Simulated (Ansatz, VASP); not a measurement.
**BN in VASP and in Ansatz**

The input INCAR:

```
PREC = Accurate
ENCUT = 520
EDIFF = 1E-6
ISMEAR = -1
SIGMA = 0.02
LREAL = F
LASPH = T
NELM = 80
ALGO = Normal
ISIF = 2
LWAVE = F
LCHARG = F
GGA = PE
NBANDS = 16
```

Contents of KPOINTS:

```
regular mesh
0
Gamma
  11 11 4
```

The input POSCAR:

```
BN
1.0
    2.5369427423      0.0000000000      0.0000000000
   -1.2684713712      2.1970568628      0.0000000000
    0.0000000000      0.0000000000      6.7488574207
B N
2 2
Direct
    0.3333333333      0.6666666667      0.2500000000
    0.6666666667      0.3333333333      0.7500000000
    0.3333333333      0.6666666667      0.7500000000
    0.6666666667      0.3333333333      0.2500000000
```

Input for Ansatz:

```yaml
crystal:
  lattice:
    - [2.5369427423, 0.0, 0.0]
    - [-1.2684713712, 2.1970568628, 0.0]
    - [0.0, 0.0, 6.7488574207]
  atoms:
    - { symbol: B, position: [0.3333333333, 0.6666666667, 0.25] }
    - { symbol: B, position: [0.6666666667, 0.3333333333, 0.75] }
    - { symbol: "N", position: [0.3333333333, 0.6666666667, 0.75] }
    - { symbol: "N", position: [0.6666666667, 0.3333333333, 0.25] }
kpoints:
  mp_grid: { grid: [11, 11, 4] }
  band_path:
    path:
      - [0.0, 0.0, 0.0]
      - [0.5, 0.0, 0.0]
      - [0.3333333333, 0.3333333333, 0.0]
      - [0.0, 0.0, 0.0]
      - [0.0, 0.0, 0.5]
      - [0.5, 0.0, 0.5]
      - [0.3333333333, 0.3333333333, 0.5]
      - [0.0, 0.0, 0.5]
      - [0.5, 0.0, 0.5]
    npoints: 5
scf:
  occupations: { method: fermi_dirac, width: 0.02 }
hamiltonian:
  xc: pbe
  pseudopotentials: { kind: all_electron, lapw: { basis_error: 0.001 } }
output:
  forces: true
  stress: true
  eigenvalues: true
```

Change from the starting cell: volume scaled by 1.04.

Alike in both runs: task single point; functional PBE; k mesh 11 × 11 × 4; occupations fermi-dirac, width 0.02 eV; no spin polarisation.

|  | VASP | Ansatz |
| --- | --- | --- |
| version | VASP 6.6.1 | Ansatz 0.2.0 |
| potentials or method | VASP PAW PBE potentials, release 64 (B, N) | all-electron LAPW, scalar-relativistic |
| plane-wave cutoff (eV) | 520 | see its input |

```tsv
	VASP	Ansatz	Ansatz less VASP
gap on the k mesh at the Fermi level (eV)	4.28	4.28	0.000
pressure (GPa)	-5.7	-5.8	-0.10
largest component of the traceless stress (GPa)	7.91	8.14	+0.232
```

Ansatz ran all-electron here, so the differences hold the error of VASP's frozen core and of both bases.

Caveats: an odd mesh through Γ misses points on the zone boundary, where band edges often lie; this functional lacks dispersion, which binds the layers, so the pressure and a relaxed spacing across them are unreliable.
